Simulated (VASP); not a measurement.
A run of VASP 6.6.1 is set up as follows.

INCAR

```
SYSTEM = TaSi47
PREC     = Accurate       ! precision mode
ENCUT    = 520            ! plane-wave cutoff, eV
EDIFF    = 1E-6           ! SCF threshold, eV
ISMEAR   = -1             ! smearing method
SIGMA    = 0.01           ! smearing width, eV
LREAL    = Auto         
LASPH    = .TRUE.         ! aspherical terms in the spheres
NELM     = 100            ! most SCF steps
ALGO     = Fast           ! electronic algorithm
ISIF     = 2              ! what is computed and relaxed
LWAVE    = .FALSE.        ! write WAVECAR
LCHARG   = .FALSE.        ! write CHGCAR
GGA      = PE             ! functional
NELECT   = 198.0        
NBANDS   = 130            ! bands
```

The input KPOINTS:

```
Automatic mesh
0
G
  3 2 2
  0 0 0
```

The input POSCAR:

```
TaSi47
1.0
    7.3320000000      0.0000000000      0.0000000000
   -4.8880000000      8.4662643472      0.0000000000
    0.0000000000      0.0000000000      8.3040000000
Ta Si
1 47
Direct
    0.1111111111      0.1666666667      0.1250000000
    0.1111111111      0.1666666667      0.6250000000
    0.1111111111      0.4166666667      0.1250000000
    0.1111111111      0.4166666667      0.6250000000
    0.1111111111      0.6666666667      0.1250000000
    0.1111111111      0.6666666667      0.6250000000
    0.1111111111      0.9166666667      0.1250000000
    0.1111111111      0.9166666667      0.6250000000
    0.4444444444      0.1666666667      0.1250000000
    0.4444444444      0.1666666667      0.6250000000
    0.4444444444      0.4166666667      0.1250000000
    0.4444444444      0.4166666667      0.6250000000
    0.4444444444      0.6666666667      0.1250000000
    0.4444444444      0.6666666667      0.6250000000
    0.4444444444      0.9166666667      0.1250000000
    0.4444444444      0.9166666667      0.6250000000
    0.7777777778      0.1666666667      0.1250000000
    0.7777777778      0.1666666667      0.6250000000
    0.7777777778      0.4166666667      0.1250000000
    0.7777777778      0.4166666667      0.6250000000
    0.7777777778      0.6666666667      0.1250000000
    0.7777777778      0.6666666667      0.6250000000
    0.7777777778      0.9166666667      0.1250000000
    0.7777777778      0.9166666667      0.6250000000
    0.2222222222      0.0833333333      0.3750000000
    0.2222222222      0.0833333333      0.8750000000
    0.2222222222      0.3333333333      0.3750000000
    0.2222222222      0.3333333333      0.8750000000
    0.2222222222      0.5833333333      0.3750000000
    0.2222222222      0.5833333333      0.8750000000
    0.2222222222      0.8333333333      0.3750000000
    0.2222222222      0.8333333333      0.8750000000
    0.5555555556      0.0833333333      0.3750000000
    0.5555555556      0.0833333333      0.8750000000
    0.5555555556      0.3333333333      0.3750000000
    0.5555555556      0.3333333333      0.8750000000
    0.5555555556      0.5833333333      0.3750000000
    0.5555555556      0.5833333333      0.8750000000
    0.5555555556      0.8333333333      0.3750000000
    0.5555555556      0.8333333333      0.8750000000
    0.8888888889      0.0833333333      0.3750000000
    0.8888888889      0.0833333333      0.8750000000
    0.8888888889      0.3333333333      0.3750000000
    0.8888888889      0.3333333333      0.8750000000
    0.8888888889      0.5833333333      0.3750000000
    0.8888888889      0.5833333333      0.8750000000
    0.8888888889      0.8333333333      0.3750000000
    0.8888888889      0.8333333333      0.8750000000
```

Potentials or basis: VASP PAW PBE potentials, release 64 (Ta_pv, Si).

The run is started by

```sh
$ cat potpaw_PBE.64/Ta_pv/POTCAR potpaw_PBE.64/Si/POTCAR > POTCAR
$ mpirun -np 1 vasp_std > vasp.out
```

**Question.** Predict the band gap on the k mesh.

**Answer.** None (metal or under the smearing width).

**Question.** Predict the largest force.

**Answer.** 1.297 eV/Å.

Forces in eV/Å, atoms in the order of the input:
```
Ta   0.338  0.010  0.000
Si   0.056 -0.003  0.000
Si  -0.657  1.039  0.000
Si  -0.188 -0.119  0.000
Si  -0.031 -0.036  0.000
Si  -0.217 -0.056  0.000
Si   0.441 -1.220  0.000
Si  -0.008  0.031  0.000
Si   1.034  0.042  0.000
Si  -0.175  0.113  0.000
Si   0.465  0.956  0.000
Si   0.106 -0.149  0.000
Si  -0.092 -0.443  0.000
Si   0.076 -0.004  0.000
Si  -0.151  0.157  0.000
Si  -0.042 -0.005  0.000
Si  -1.163  0.088  0.000
Si   0.032  0.271  0.000
Si   0.142 -0.199  0.000
Si   0.085 -0.132  0.000
Si   0.113  0.457  0.000
Si   0.028  0.082  0.000
Si  -0.380 -1.058  0.000
Si   0.071  0.066  0.000
Si   0.204 -0.133  0.521
Si   0.204 -0.133 -0.521
Si   0.012  0.299  0.539
Si   0.012  0.299 -0.539
Si  -0.016 -0.206 -0.071
Si  -0.016 -0.206  0.071
Si  -0.180  0.172 -0.072
Si  -0.180  0.172  0.072
Si  -0.014  0.149 -0.163
Si  -0.014  0.149  0.163
Si   0.206  0.080  0.224
Si   0.206  0.080 -0.224
Si  -0.060 -0.147  0.024
Si  -0.060 -0.147 -0.024
Si   0.123  0.084  0.025
Si   0.123  0.084 -0.025
Si  -0.192 -0.244  0.634
Si  -0.192 -0.244 -0.634
Si  -0.178  0.147  0.088
Si  -0.178  0.147 -0.088
Si   0.094  0.012  0.029
Si   0.094  0.012 -0.029
Si   0.059 -0.158  0.159
Si   0.059 -0.158 -0.159
```

Caveat: the k mesh is coarse (spacing up to 0.38 Å⁻¹), so the values aren't converged; the cell carries a net charge on a neutralising background, which shifts energy and pressure; the cell is charged against a uniform background, so pressure and absolute levels hang on convention. The run has no spin-orbit coupling, so splittings on Ta are missing.
